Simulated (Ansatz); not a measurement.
**Ir: a tetragonal deformation path**

One table from this session's results is given with a row withheld; the runs are named, their logs left out.

Computed with Ansatz 0.2.0 (DFT PBE, scalar-relativistic, plane waves, PAW, unless a step's input says otherwise).

## The system as given

Symmetry: Fm-3m, No. 225, cubic system. Conventional cell: a = 3.839 Å, b = 3.839 Å, c = 3.839 Å, α = 90.00°, β = 90.00°, γ = 90.00°. Ir (site symmetry m-3m) has 12 Ir at 2.71 Å in its first shell of neighbours.

Structure file:

```cif
data_structure
_symmetry_space_group_name_H-M 'Fm-3m'
_symmetry_Int_Tables_number 225
_cell_length_a 3.8394
_cell_length_b 3.8394
_cell_length_c 3.8394
_cell_angle_alpha 90.000
_cell_angle_beta 90.000
_cell_angle_gamma 90.000
_cell_volume 56.60
loop_
_atom_site_label
_atom_site_type_symbol
_atom_site_symmetry_multiplicity
_atom_site_Wyckoff_symbol
_atom_site_fract_x
_atom_site_fract_y
_atom_site_fract_z
_atom_site_occupancy
Ir1 Ir 4 a 0.00000 0.00000 0.00000 1
```

No relaxation comes first: the listed cell is the starting point.

## Zero of energy

The reference gives a free energy of -11935.3047 eV, pressure 9.08 GPa, largest force 0.000 eV/Å and gap on the mesh none (metal). It was computed beforehand with the settings of the runs below.

The first run:

At fixed volume and fractional coordinates, lengths along (0.000, 0.000, 1.000) are scaled against those across it; ρ is that ratio over its starting value.

File input.yaml:

```yaml
crystal:
  lattice:
    - [0.0, 2.154898871, 1.5235135018]
    - [2.154898871, 0.0, 1.5235135018]
    - [2.154898871, 2.154898871, 0.0]
  atoms:
    - { symbol: Ir, position: [0.0, 0.0, 0.0] }
basis:
  ecutwfc: 420
kpoints:
  mp_grid: { grid: [24, 24, 24] }
hamiltonian:
  xc: pbe
scf:
  occupations: { method: gaussian, width: 0.15 }
output:
  forces: true
  stress: true
  eigenvalues: true
  write_density: true
  write_potential: true
  elf: true
  volumetric_format: npy
```

Command:

```sh
ansatz run input.yaml --threads 1 --pin off --max-ram 2560MiB --backend cpu --events-out ev --progress --plain --runs-dir out
```

Steps of the session up to this table: Point ρ = 0.707; At ρ = 1.414; At ρ = 0.850; At ρ = 1.200; At ρ = 0.780; ρ = 1.300; ρ = 0.920; Point ρ = 1.100; ρ = 0.650; Point ρ = 1.500; At ρ = 0.960; ρ = 1.050.

One of the session's tables, all rows but one given; the rest of the session is left out.

```
    ρ  ΔE (meV/atom)  pressure (GPa)
0.650          567.4            20.2
0.707              ?               ?
0.780          514.9            18.8
0.850          258.0            14.0
0.920           74.4            10.6
0.960           18.4             9.4
1.000            0.0             9.1
1.050           27.4             9.7
1.100          104.9            11.4
1.200          367.8            18.0
1.300          713.0            28.0
1.414         1171.1            42.9
1.500         1554.6            56.6
```

**Question.** Estimate the row for ρ = 0.707.

Worked estimate for «ΔE (meV/atom)». A straight line through the neighbours (0.650, 567.4) and (0.780, 514.9) gives 567.4 + (514.9 − 567.4) × (0.707 − 0.650) / (0.780 − 0.650) = 544.4; a parabola fitted to 3 rows on both sides gives 612.3.

As computed: ΔE (meV/atom): 684.5; pressure (GPa): 22.2. In «ΔE (meV/atom)» the line misses by -140.1 and the parabola by -72.2. Between these rows the values bend or scatter more than so simple an estimate can follow.
